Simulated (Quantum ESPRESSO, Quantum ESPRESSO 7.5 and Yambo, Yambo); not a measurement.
**AlN (P6_3mc): G0W0 on several meshes in Yambo**

Wanted: mesh dependence and cost of G0W0 for AlN (P6_3mc).

Main program and level: Quantum ESPRESSO 7.5 and Yambo 5.3.0; PBE and many-body steps on it, plane waves.

The database entry behind the starting cell differs from later determinations by our own check (inner coordinate u about 0.002 short), so it need not match the best structure at ambient conditions.

## 1. Set-up

The structure is hexagonal, space group P6_3mc (No. 186). The conventional cell has a = 3.113 Å, b = 3.113 Å, c = 4.981 Å, α = 90.00°, β = 90.00°, γ = 120.00°. Nearest to Al lie 4 N at 1.89 Å. N has 4 Al at 1.89 Å nearest. Farther neighbours and most contacts between anions are not listed.

The cell and positions come from the Crystallography Open Database and are kept as given unless a step says otherwise.

## 2. Empty states on the mesh, 6×6×4 mesh, 276 bands

This step: Quantum ESPRESSO 7.5; DFT, PBE, plane waves, norm-conserving pseudopotentials.

The sums over transitions need many empty states on a uniform mesh; this step solves for them.

File pw.in:

```
&control
  calculation = 'nscf'
  prefix = 'x'
  outdir = 'o'
  pseudo_dir = 'pseudo'
/
&system
  ibrav = 0
  nat = 4
  ntyp = 2
  ecutwfc = 72.0
  nbnd = 276
  force_symmorphic = .true.
/
&electrons
  conv_thr = 1e-9
  electron_maxstep = 80
  diago_full_acc = .true.
  diago_thr_init = 5e-6
/
ATOMIC_SPECIES
  Al 26.982 Al.upf
  N 14.007 N.upf
CELL_PARAMETERS angstrom
  3.1130000000 -0.0000000000 0.0000000000
  -1.5565000000 2.6959370820 0.0000000000
  0.0000000000 0.0000000000 4.9810000000
ATOMIC_POSITIONS crystal
  Al 0.3333333333 0.6666666667 0.0000000000
  Al 0.6666666667 0.3333333333 0.5000000000
  N 0.3333333333 0.6666666667 0.3800000000
  N 0.6666666667 0.3333333333 0.8800000000
K_POINTS automatic
  6 6 4 0 0 0
```

On the command line:

```sh
OMP_NUM_THREADS=1 mpirun -n 4 pw.x -nk 4 -in pw.in > pw.out
```

The log of the run:

```text
Program PWSCF v.7.5 starts

     This program is part of the open-source Quantum ESPRESSO suite
     for quantum simulation of materials; please cite
         "P. Giannozzi et al., J. Phys.:Condens. Matter 21 395502 (2009);
         "P. Giannozzi et al., J. Phys.:Condens. Matter 29 465901 (2017);
         "P. Giannozzi et al., J. Chem. Phys. 152 154105 (2020);
     in publications or presentations arising from this work. More details at

     Atomic positions and unit cell read from directory:
     o/x.save/

     Message from routine setup:
[...]
76.5466  76.5466  76.9146  76.9146  76.9146  76.9146  77.7650  77.7650
     [... 23 further rows ...]
   182.9558 182.9558 187.6905 187.6905 187.6905 187.6905 191.0097 191.0097
   191.0097 191.0097 192.5060 192.5060

          k = 0.0000 0.1925 0.0000 (  2896 PWs)   bands (ev):

     [... further k-points ...]

     highest occupied, lowest unoccupied level (ev):     7.1067   11.3272

     XML data file, pseudopotentials, collected wavefunctions

=------------------------------------------------------------------------------=
   JOB DONE.
=------------------------------------------------------------------------------=
```

Elapsed: 57 s, on 4 MPI ranks of Arm Neoverse V1, shared host; peak memory 0.47 GiB; 3.8 min of CPU time.

Numbers from this step:

```
gap                                                           : 4.221 eV
k of the valence top                                          : 0, 0, 0
k of the conduction bottom                                    : 0, 0, 0
least direct gap                                              : 4.221 eV
k points computed                                             : 24
lowest point of the top converged band, above the valence top : 181.8092 eV
```

On this mesh the gap is 4.221 eV.

The density comes from a self-consistent run that is not shown.

## 3. Conversion and set-up

This step: Yambo 5.3.0; conversion and set-up on PBE, plane waves, norm-conserving pseudopotentials.

The states are converted to the many-body program's format and the q mesh is built.

On the command line:

```sh
(cd o/x.save; p2y > p2y.log; mv SAVE ../..); yambo > setup.log
```

The log of the run:

```text
 Yambo, version 5.3.0

 [02] CORE Variables Setup
 =========================

  [02.01] Unit cells
  ==================

  Cell kind             :  HCP
  Atoms in the cell     :  Al  N
  number of Al atoms    :  2
  number of N  atoms    :  2

  List of atomic masses
  Mass of Al    :  26.98200
  Mass of N     :  14.00700

  List of atomic coordinates    : [cc]
  Al1       : -0.29414E-09   3.3964       0.0000      order 1
  Al2       :  2.941359  1.698194  4.706363  order 2
  N1       : -0.29414E-09   3.3964       3.5768      order 3
[...]
Q [ 1]         [rlu]:  0.000000  0.000000  0.000000
 Q [ 2]         [rlu]:  0.000000  0.000000  0.250000
 Q [ 3]         [rlu]:  0.000000  0.000000 -0.500000
[...]
Q [ 8]         [rlu]: -0.40821E-19  0.33333      0.25000
 Q [ 9]         [rlu]: -0.40821E-19  0.33333     -0.50000
 Q [10]         [rlu]:  0.61232E-19 -0.50000       0.0000
     [... 12 further rows ...]
 Q [23]         [rlu]:  0.40821E-19 -0.33333      0.25000
 Q [24]         [rlu]: -0.166667 -0.333333  0.250000

  [03.01] X indexes
  =================

   [03.01.01] Sigma indexes
   ========================

 [06] Game Over & Game summary
```

Wall time 2.6 s (1 MPI rank); peak memory 0.24 GiB.

## 4. 6×6×4

Now the one-shot GW correction: screening in the RPA, then the self-energy of the levels asked for.

This step: G0W0 on PBE, plane waves, norm-conserving pseudopotentials.

File gw2.in:

```
HF_and_locXC
gw0
dyson
ppa
em1d
rim_cut
RandQpts= 1000000
RandGvec= 1 RL
EXXRLvcs= 72 Ry
VXCRLvcs= 288 Ry
Chimod= "HARTREE"
% BndsRnXp
 1 | 117 |
%
NGsBlkXp= 10.5 Ry
% LongDrXp
 1 | 1 | 1 |
%
% GbndRnge
 1 | 117 |
%
DysSolver= "n"
ExtendOut
PPAPntXp= 27.21138 eV
% QPkrange
 1 | 1 | 7 | 10 |
%
```

On the command line:

```sh
OMP_NUM_THREADS=1 mpirun -n 4 yambo -F gw2.in -J gw2 -C gw2 > gw2.log
```

The log of the run:

```text
 Yambo, version 5.3.0

 [02] CORE Variables Setup
 =========================

  [... cell, symmetries and grids as in the set-up ...]

  [02.05] Energies & Occupations
  ==============================

  [X] === General ===
  [X] Electronic Temperature                        :  0.000000  0.000000 [eV K]
  [X] Bosonic    Temperature                        :  0.000000  0.000000 [eV K]
  [X] Finite Temperature mode                       : no
  [X] El. density                                   :  0.38275E+24 [cm-3]
  [X] Fermi Level                                   :  7.106664 [eV]

  [X] === Gaps and Widths ===
  [X] Conduction Band Min                           :  4.220509 [eV]
  [X] Valence Band Max                              :  0.000000 [eV]
  [X] Filled Bands                                  :   8
  [X] Empty Bands                                   :    9  276
  [X] Direct Gap                                    :  4.220509 [eV]
  [X] Direct Gap localized at k                     :  1
  [X] Indirect Gap                                  :  4.220509 [eV]
  [X] Indirect Gap between kpts                     :  1  1
  [X] Last valence band width                       :  2.371270 [eV]
  [X] 1st conduction band width                     :  3.218767 [eV]

 [03] Transferred momenta grid and indexing
 ==========================================

 IBZ Q-points                                      :  24
 BZ  Q-points                                      :  144

 K/Q-points units:
 rlu = crystal or reduced units; cc = cartesian coordinates; iku = interal k-units

 Q [ 1]         [rlu]:  0.000000  0.000000  0.000000
 Q [ 2]         [rlu]:  0.000000  0.000000  0.250000
 Q [ 3]         [rlu]:  0.000000  0.000000 -0.500000
 Q [ 4]         [rlu]: -0.20411E-19  0.16667       0.0000
 Q [ 5]         [rlu]: -0.20411E-19  0.16667      0.25000
 Q [ 6]         [rlu]: -0.20411E-19  0.16667     -0.50000
 Q [ 7]         [rlu]: -0.40821E-19  0.33333       0.0000
 Q [ 8]         [rlu]: -0.40821E-19  0.33333      0.25000
 Q [ 9]         [rlu]: -0.40821E-19  0.33333     -0.50000
 Q [10]         [rlu]:  0.61232E-19 -0.50000       0.0000
     [... 12 further rows ...]
 Q [23]         [rlu]:  0.40821E-19 -0.33333      0.25000
 Q [24]         [rlu]: -0.166667 -0.333333  0.250000

 [04] Coloumb potential Random Integration (RIM)
 ===============================================

  [04.01] RIM initialization
  ==========================

  * Diagonal components only detected *

  8 x (sBL volume)        :  0.048850 [a.u.]
  sBZ random points       :  1000000
  Points outside the sBZ  :   7993074
  RL volume               :  0.879301 [a.u.]
  Integrated volume       :  0.880063 [a.u.]

  [04.02] RIM integrals
  =====================

  Gamma point sphere radius             :  0.066309 [a.u.]
  Points outside the sphere             :   799492
  [Int_sBZ(q=0) 1/q^2]*(Vol_sBZ)^(-1/3) =:  7.696680
                                 should be <:  7.795600

  Summary of Coulomb integrals for non-metallic bands |Q|[au] RIM/Bare

  Q [1] 0.100000E-4 0.987311 * Q [2] 0.166880 0.999150
  Q [4] 0.205551 1.083344 * Q [22] 0.264765 1.045696
  Q [5] 0.264765 1.046224 * Q [3] 0.333760 1.007631
  Q [13] 0.356025 1.029661 * Q [6] 0.391978 1.013397
  Q [14] 0.393196 1.022591 * Q [7] 0.411102 1.022260
  Q [23] 0.443682 1.017481 * Q [8] 0.443682 1.017967
[...]
Q [18] 0.638087 1.008488 * Q [11] 0.638835 1.009038
  Q [12] 0.701183 1.006935 * Q [19] 0.712050 1.008167
  Q [20] 0.731344 1.007550 * Q [21] 0.786391 1.006247

 [WARNING] [Xp] User bands 1-117 break level degeneracy

 [05] Dipoles
 ============

  [05.01] Setup: observables and procedures
  =========================================

  [WARNING] [x,Vnl] slows the Dipoles computation. To neglect it rename the ns.kb_pp file

 [06] Dynamic Dielectric Matrix (PPA)
 ====================================

 [WR./gw2//ndb.pp]---------------------------------------------------------------
  Brillouin Zone Q/K grids (IBZ/BZ)                :   24  144   24  144
  RL vectors                                       :   3777 [WF]
  Coulomb cutoff potential                         : none
  Electronic Temperature                           :  0.000000 [K]
  Bosonic    Temperature                           :  0.000000 [K]
  PPA    diel. fun.  energies                      : Perdew, Burke & Ernzerhof(X)+Perdew, Burke & Ernzerhof(C)
  wavefunctions                                    : Perdew, Burke & Ernzerhof(X)+Perdew, Burke & Ernzerhof(C)
  Global Gauge                                     : length
  X matrix size                                    :  147
  X band range                                     :    1  117
  X e/h energy range                               : -1.000000 -1.000000 [eV]
  X Time ordering                                  : R
  X Hxc Kernel                                     : HARTREE
  X Drude frequency                                :  0.000000  0.000000
  X poles                                          :  100.0000 [o/o]
  RL vectors in the sum                            :   3777
  [r,Vnl] included                                 : yes
  Field direction                                  :  0.577350E-5  0.577350E-5  0.577350E-5
  BZ energy Double Grid                            : no
  BZ energy DbGd points                            : 0
  BZ Q point size factor                           : -1.000000
  X Optical Averaged directions                    : none

 [07] Local Exchange-Correlation + Non-Local Fock
 ================================================

 [VXC] Plane waves :  23187
 [EXS] Plane waves :  2875

 QP @ state[ 1 ] K range:  1  1
 QP @ state[ 1 ] b range:   7  10

 [xc] Functional : Perdew, Burke & Ernzerhof(X)+Perdew, Burke & Ernzerhof(C)
 [xc] LIBXC used to calculate xc functional
  PP Number of Atomic Species                      :  2
  NLCC RL compoments                               :  23187
  PP Number of Atomic Species                      :  2
  NLCC RL compoments                               :  23187

 [xc] E_xc :  -6.913625 [Ha]
      E_xc :  -13.82725 [Ry]

  Local XC kind (lXC) : Perdew, Burke & Ernzerhof(X)+Perdew, Burke & Ernzerhof(C)
  Non-Local XC kind (nlXC) : Hartree-Fock

  Corrections @ K [1] :  [eV]
 <7|nlXC|7> = -20.91566  0.23917E-16 <7|lXC|7> = -16.96801  0.48934E-26
 <8|nlXC|8> = -20.95694 -0.31178E-16 <8|lXC|8> = -17.07789 -0.26980E-21
 <9|nlXC|9> = -8.089297 -0.32363E-17 <9|lXC|9> = -12.52688  0.18882E-15
 <10|nlXC|10> = -5.828715  0.24945E-18 <10|lXC|10> = -10.83589  0.37764E-15

 [08] Dyson equation: Newton solver
 ==================================

  [08.01] G0W0 (W PPA)
  ====================

  [  GW  ] Bands range     :    1  117
  [GW/PPA] G damping       :  0.100000 [eV]

  QP @ state[ 1 ] K range:  1  1
  QP @ state[ 1 ] b range:   7  10

   Sc/G bands                                       :    1  117
   Sc/G damping                                     :  0.100000 ev
   Sc bands terminator                              : no
   Sx RL components                                 :  2875

   QP @ state[ 1 ] K range                          :  1  1
   QP @ state[ 1 ] b range                          :   7  10
   GF energies kind                                 : Perdew, Burke & Ernzerhof(X)+Perdew, Burke & Ernzerhof(C)
   GF WF`s kind                                     : Perdew, Burke & Ernzerhof(X)+Perdew, Burke & Ernzerhof(C)
   Xs energies kind                                 : Perdew, Burke & Ernzerhof(X)+Perdew, Burke & Ernzerhof(C)
   Xs WF`s kind                                     : Perdew, Burke & Ernzerhof(X)+Perdew, Burke & Ernzerhof(C)

 [11] Game Over & Game summary
```

Elapsed: 3.1 min, on 4 MPI ranks; peak memory 1.8 GiB.

This step gave:

| Item | Value |
| --- | --- |
| G0W0 gap on the points computed | 5.545 eV |
| starting gap on the mesh | 4.221 eV |
| k of the valence top | 0, 0, 0 |
| k of the conduction bottom | 0, 0, 0 |
| least direct G0W0 gap on the computed points | 5.545 eV |
| Z at the valence top | 0.7948 |
| Z at the conduction bottom | 0.8232 |

The gap on the mesh goes from 4.22 eV to 5.54 eV, a correction of +1.32 eV.

## 5. Empty states on the mesh, 3×3×2 mesh, 117 bands

This step: Quantum ESPRESSO 7.5; DFT, PBE, plane waves, norm-conserving pseudopotentials.

Changes to pw.in since step 2:

```diff
@@ -11,3 +11,3 @@
   ecutwfc = 72.0
-  nbnd = 276
+  nbnd = 117
   force_symmorphic = .true.
@@ -33,2 +33,2 @@
 K_POINTS automatic
-  6 6 4 0 0 0
+  3 3 2 0 0 0
```

On the command line:

```sh
OMP_NUM_THREADS=1 mpirun -n 4 pw.x -nk 4 -in pw.in > pw.out
```

The log of the run:

```text
[banner, memory and clock lines left out]
Program PWSCF v.7.5 starts

     Atomic positions and unit cell read from directory:
     o/x.save/

     Message from routine setup:
     using ibrav=0 with symmetry is DISCOURAGED, use correct ibrav instead

     G-vector sticks info

     bravais-lattice index     =            0
     lattice parameter (alat)  =       5.8827  a.u.
     unit-cell volume          =     282.0993 (a.u.)^3
     number of atoms/cell      =            4
     number of atomic types    =            2
     number of electrons       =        16.00
[...]
[... 3 further rows ...]
[...]
95.8399  95.8399 103.4994 103.4994 106.1034

          k = 0.0000 0.3849 0.0000 (  2892 PWs)   bands (ev):

[...]
75.0803  75.5043  76.5509  77.1276  77.8114  78.0266  78.5737  80.3403
     [... 3 further rows ...]
    98.3957  99.2582  99.5361 101.1783 101.7382 101.8010 102.8919 103.2494
   104.0174 104.1968 104.9920 105.2731 105.9504

          k = 0.0000 0.3849-0.3125 (  2912 PWs)   bands (ev):

     [... further k-points ...]

     highest occupied, lowest unoccupied level (ev):     7.1067   11.3272

     XML data file, pseudopotentials, collected wavefunctions
```

The job ended after 5.6 s (4 MPI ranks; peak memory 0.28 GiB).

This step gave:

| Quantity | Value |
| --- | --- |
| gap | 4.221 eV |
| k of the valence top | 0, 0, 0 |
| k of the conduction bottom | 0, 0, 0 |
| least direct gap | 4.221 eV |
| k points computed | 6 |
| lowest point of the top converged band, above the valence top | 97.1040 eV |

On this mesh the gap is 4.221 eV.

[end of part 1 of 2]

[Paths, hosts, dates, memory and timing lines, banners, echoed tables and standing remarks are left out of the program output.]

[Logs are printed without paths, hosts, clocks, repeated set-up lines and the standing remarks that a program may print on its own settings, such as how far it seeks lower states.]

[Runs of the session that timed out or met a known fault of the program may be left out.]

[Hosts, paths, dates, database ids (printed as entryN), source tags and the programs' standing remarks are cut or masked in the printed files.]
